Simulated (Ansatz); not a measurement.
The calculation used Ansatz 0.2.0, DFT PBE, scalar-relativistic, plane waves, PAW. All cells share a 420 eV cutoff and Γ-centred k meshes spaced at most about 0.3 Å⁻¹ (about 0.25 or finer for metals, 2π included). No spin polarisation.

Formation energies are uncorrected and refer to the elements' standard structures at the same level.

These are static total energies at zero pressure. The comparison covers the computed candidates alone. Weakly bound directions are ill-defined at this level, which has no dispersion term. Kohn–Sham gaps at this level usually fall short of measured ones. The reference form of As is held partly by dispersion forces, which this level lacks.

A search for Ga2As3 gave 5 distinct relaxed structures. Coordination counts As atoms around Ga (those within 1.25 times the shortest such distance or 1.15 times the sum of covalent radii, 1.27 where that leaves under three; the shortest distance is added where it exceeds 1.18 times the sum of covalent radii; a slash parts the counts of unlike sites). Cells relaxed within their symmetry can be saddle points.

Problem. Which structure of Ga2As3 came out lowest?

Solution. The one with space group P3m1 (No. 156), reached from: a cell proposed by chemical analogy. It has a = 4.031 Å, c = 16.613 Å, 23.4 Å³/atom, a gap of 0.20 eV on the mesh. Around Ga on its first site lie 4 As at 2.47–2.50 Å; Ga on its second site has 4 As at 2.47–2.50 Å; around Ga on its third site lie 4 As at 2.50–2.51 Å; As on its first site is surrounded by 4 Ga at 2.47–2.50 Å; 6 more sites not described. Its energy over the elements is −0.225 eV/atom. A negative formation energy is needed for stability but isn't enough: competing phases decide. An observed structure of this formula, if there is one, may be missing.

```xyz
10
Lattice="4.0308 0.0000 0.0000 -2.0154 3.4907 0.0000 0.0000 0.0000 16.6126" Properties=species:S:1:pos:R:3 pbc="T T T"
Ga    0.0000    0.0000    7.4392
Ga    0.0000    2.3272   10.7697
Ga    0.0000    2.3272    0.7787
Ga    2.0154    1.1636    4.1052
As    2.0154    1.1636    6.6059
As    0.0000    0.0000    9.9410
As    0.0000    2.3272   13.2741
As    0.0000    0.0000   16.4497
As    0.0000    2.3272    3.2741
As    2.0154    1.1636   14.4291
```

Problem. How much higher is the Pm-3m structure with 24.6 Å³/atom and coordination Ga 6/12 from 3.5 Å (reached from: random cell)?

Solution. 0.86 eV/atom. It has no gap on its mesh.

Problem. How much higher is the R-3c structure with 23.3 Å³/atom and coordination Ga 6 (reached from: corundum type (R-3c))?

Solution. 0.39 eV/atom. It has the corundum type. It has no gap on its mesh.

Some structure types and database cells were kept out of the candidates from the start, so a known form may be missing.
